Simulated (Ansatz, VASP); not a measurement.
## Two plane-wave programs on Rh

```
Rh
1.0
     0.00000    1.87220    1.87220
     1.87220    0.00000    1.87220
     1.87220    1.87220    0.00000
Rh
1
Cartesian
  0.0000 0.0000 0.0000
```

Alike in both runs: task single point; functional PBE; k mesh 15 × 15 × 15; occupations methfessel-paxton of order 1, width 0.05 eV; no spin polarisation.

|  | VASP | Ansatz |
| --- | --- | --- |
| version | VASP 6.6.1 | Ansatz 0.2.0 |
| potentials or method | VASP PAW PBE potentials, release 64 (Rh_pv) | plane waves, PAW |
| plane-wave cutoff (eV) | 520 | 500 |
| valence electrons in the cell | 15 | 17 |

VASP gave:

| Item | Value |
| --- | --- |
| pressure (GPa) | 20.7 |

Question: Which values does Ansatz return?

Answer: Pressure (GPa): 20.6.

With one functional, cell and mesh, what is left measures potentials, basis and numerics. The two sets of potentials don't hold the same shells in valence.

Caveats: so large a pressure means that the cell lies far from this level's equilibrium, or that cutoff or potentials fall short (VASP).
